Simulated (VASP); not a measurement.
# PbO2 (Fm-3m) in VASP: single point with PBE

Aim: the single point of PbO2 with PBE.

All numbers are computed with VASP 6.6.1; they aren't measurements. Logs are shortened: lines on timing, memory, paths and dates and some standing lists are left out, and cuts for length are marked.

### Step 1. Starting point

It takes space group Fm-3m (No. 225, cubic). Conventional cell: a = 5.140 Å, b = 5.140 Å, c = 5.140 Å, α = 90.00°, β = 90.00°, γ = 90.00°. Pb (site symmetry m-3m) has 8 O at 2.23 Å as nearest neighbours. O (site symmetry -43m) has 4 Pb at 2.23 Å as nearest neighbours.

### Step 2. Single point, PBE

Input file INCAR:

```
  PREC = Accurate
  ENCUT = 520
  EDIFF = 1E-7
  ISMEAR = -1
  SIGMA = 0.02
  LREAL = False
  LASPH = True
  NELM = 100
  ALGO = Fast
  ISIF = 2
  LWAVE = False
  LCHARG = False
  GGA = PE
  NBANDS = 20
```

Input file KPOINTS:

```
Automatic mesh
0
Gamma
  6 6 6
```

Input file POSCAR:

```
PbO2
1.0
    0.0000000000      2.5700000000      2.5700000000
    2.5700000000      0.0000000000      2.5700000000
    2.5700000000      2.5700000000      0.0000000000
Pb O
1 2
Direct
    0.0000000000      0.0000000000      0.0000000000
    0.2500000000      0.2500000000      0.2500000000
    0.7500000000      0.7500000000      0.7500000000
```

Potentials or basis: VASP PAW PBE potentials, release 64 (Pb_d, O).

Run with:

```sh
$ cat potpaw_PBE.64/Pb_d/POTCAR potpaw_PBE.64/O/POTCAR > POTCAR
$ mpirun -np 1 vasp_std > vasp.out
```

OUTCAR:

```text
PREC = Accurate
   ENCUT = 520
   EDIFF = 1E-7
   ISMEAR = -1
   LREAL = False
   LASPH = True
   NELM = 100
   ISIF = 2
   GGA = PE

 ion  position               nearest neighbor table
   1  0.000  0.000  0.000-   3 2.23   3 2.23   3 2.23   2 2.23   3 2.23   2 2.23   2 2.23   2 2.23

   2  0.250  0.250  0.250-   1 2.23   1 2.23   1 2.23   1 2.23
   3  0.750  0.750  0.750-   1 2.23   1 2.23   1 2.23   1 2.23

  LATTYP: Found a face centered cubic cell.
 ALAT       =     5.1400000000

  Lattice vectors:

 A1 = (   0.0000000000,   2.5700000000,   2.5700000000)
 A2 = (   2.5700000000,   0.0000000000,   2.5700000000)
 A3 = (   2.5700000000,   2.5700000000,   0.0000000000)

Analysis of symmetry for initial positions (statically):
=====================================================================
 Subroutine PRICEL returns:
 Original cell was already a primitive cell.

 Routine SETGRP: Setting up the symmetry group for a
 face centered cubic supercell.

 Subroutine GETGRP returns: Found 48 space group operations
 (whereof 48 operations were pure point group operations)
 out of a pool of 48 trial point group operations.

The static configuration has the point symmetry O_h .

Analysis of symmetry for dynamics (positions and initial velocities):
=====================================================================
 Subroutine PRICEL returns:
 Original cell was already a primitive cell.

 Routine SETGRP: Setting up the symmetry group for a
 face centered cubic supercell.

 Subroutine GETGRP returns: Found 48 space group operations
 (whereof 48 operations were pure point group operations)
 out of a pool of 48 trial point group operations.

The dynamic configuration has the point symmetry O_h .

 Subroutine INISYM returns: Found 48 space group operations
 (whereof 48 operations are pure point group operations),
 and found     1 'primitive' translations

----------------------------------------------------------------------------------------

                                     Primitive cell

  volume of cell :      33.9492

  direct lattice vectors                    reciprocal lattice vectors
     0.000000000  2.570000000  2.570000000    -0.194552529  0.194552529  0.194552529
     2.570000000  0.000000000  2.570000000     0.194552529 -0.194552529  0.194552529
     2.570000000  2.570000000  0.000000000     0.194552529  0.194552529 -0.194552529

  length of vectors
[... 72 lines left out ...]
   LASPH  =      T    aspherical Exc in radial PAW
   ENCUT  =  520.0 eV  38.22 Ry    6.18 a.u.   6.76  6.76  6.76*2*pi/ulx,y,z
   NELM   =    100;   NELMIN=  2; NELMDL= -5     # of ELM steps
   EDIFF  = 0.1E-06   stopping-criterion for ELM
   LREAL  =      F    real-space projection
   EDIFFG = 0.1E-05   stopping-criterion for IOM
   NSW    =      0    number of steps for IOM
   IBRION =     -1    ionic relax: 0-MD 1-quasi-New 2-CG
   NFREE  =      0    steps in history (QN), initial steepest desc. (CG)
   ISIF   =      2    stress and relaxation
   ISYM   =      2    0-nonsym 1-usesym 2-fastsym
   POTIM  = 0.5000    time-step for ionic-motion
   TEBEG  =    0.0;   TEEND  =   0.0 temperature during run
   PSTRESS=    0.0 pullay stress
   NELECT =      26.0000    total number of electrons
   NUPDOWN=      -1.0000    fix difference up-down
   EMIN   =  10.00;   EMAX   =-10.00  energy-range for DOS
   EFERMI =   0.00;   METHOD = LEGACY
   ISMEAR =    -1;   SIGMA  =   0.02  broadening in eV -4-tet -1-fermi 0-gaus
   EFERMI_NEDOS =   21; number of points for ismear=-14 and -15
   IALGO  =     68    algorithm
   IMIX   =      4    mixing-type and parameters
     AMIX     =   0.40;   BMIX     =  1.00
     AMIX_MAG =   1.60;   BMIX_MAG =  1.00
  volume/ion in A,a.u.               =      11.32        76.37
  Fermi-wavevector in a.u.,A,eV,Ry     =   1.497808  2.830447 30.523704  2.243429
  Thomas-Fermi vector in A             =   2.609648
   LORBIT       =      0    0 simple, 1 ext, 2 COOP (PROOUT), +10 PAW based schemes
   GGA     = PE    functional components
   LHFCALC =     F    Hartree Fock is set to
   AEXX    =    0.0000 exact exchange contribution
   IVDW    =     0    specifies the selected vdW correction
   LEPSILON=     F    determine dielectric tensor
   LRPA    =     F    only Hartree local field effects (RPA)
 non-spin polarized calculation
 RMM-DIIS sequential band-by-band and
  energy-cutoff  :      520.00
  volume of cell :       33.95
 maximum number of plane-waves:       941
   NGX = 13   NGY = 13   NGZ = 13

 number of electron      25.9999990 magnetization

 Free energy of the ion-electron system (eV)
  ---------------------------------------------------
  ext. energy  EPLUGINS =         0.00000000
  ---------------------------------------------------
  free energy    TOTEN  =       -15.15400780 eV

  energy without entropy =      -15.15337008  energy(sigma->0) =      -15.15368894

 E-fermi :   7.7602     XC(G=0): -11.9780

 val. band max:        7.7122704020   @ k =  -0.3333   0.5000   0.1667
 cond. band min:       8.7520822397   @ k =   0.1667   0.1667   0.0000
 fundamental gap:      1.0398118377
 Fermi energy:         7.7602322967

 k-point     1 :       0.0000    0.0000    0.0000
  band No.  band energies     occupation
      1     -12.1363      2.00000
      2      -8.2922      2.00000
      3      -8.2621      2.00000
      4      -8.2621      2.00000
      5      -8.2621      2.00000
      6      -7.8184      2.00000
[... 357 lines left out ...]
     19      24.9907      0.00000
     20      25.2190      0.00000

------------------------ aborting loop because EDIFF is reached ----------------------------------------

  FORCE on cell =-STRESS in cart. coord.  units (eV):
  Direction    XX          YY          ZZ          XY          YZ          ZX
  --------------------------------------------------------------------------------------
  -------------------------------------------------------------------------------------
  Total        6.3351362      6.3351362      6.3351362      0.0000000      0.0000000      0.0000000
  in kB      298.9765840    298.9765840    298.9765840      0.0000000      0.0000000      0.0000000
  external PRESSURE =     298.9765840 kB  Pullay stress =       0.0000000 kB

 VOLUME and BASIS-vectors are now :
 -----------------------------------------------------------------------------
  energy-cutoff  :      520.00
  volume of cell :       33.95
      direct lattice vectors                 reciprocal lattice vectors
     0.000000000  2.570000000  2.570000000    -0.194552529  0.194552529  0.194552529
     2.570000000  0.000000000  2.570000000     0.194552529 -0.194552529  0.194552529
     2.570000000  2.570000000  0.000000000     0.194552529  0.194552529 -0.194552529

 POSITION                                       TOTAL-FORCE (eV/Angst)
 -----------------------------------------------------------------------------------
      0.00000      0.00000      0.00000        -0.000000      0.000000     -0.000000
      1.28500      1.28500      1.28500         0.000000      0.000000      0.000000
      3.85500      3.85500      3.85500        -0.000000     -0.000000     -0.000000
 -----------------------------------------------------------------------------------
    total drift:                                0.000000      0.000000      0.000000

  FREE ENERGIE OF THE ION-ELECTRON SYSTEM (eV)
  ---------------------------------------------------
  free  energy   TOTEN  =       -15.1540077950 eV

  energy  without entropy=      -15.1533700768  energy(sigma->0) =      -15.15368894
```

It took 10 s on 1 thread of Intel Xeon Platinum 8488C (Sapphire Rapids), shared host; peak memory 0.15 GiB.

Results:

```yaml
Free_energy: -15.1540 eV
Pressure: 29.9 GPa
Band_gap_on_the_k_mesh: none (metal or under the smearing width)
```

Caveat: a pressure of tens of GPa on the cell as given is suspect, and the run, the potentials or the cell itself is likely at fault. The run has no spin-orbit coupling, so splittings on Pb are missing.
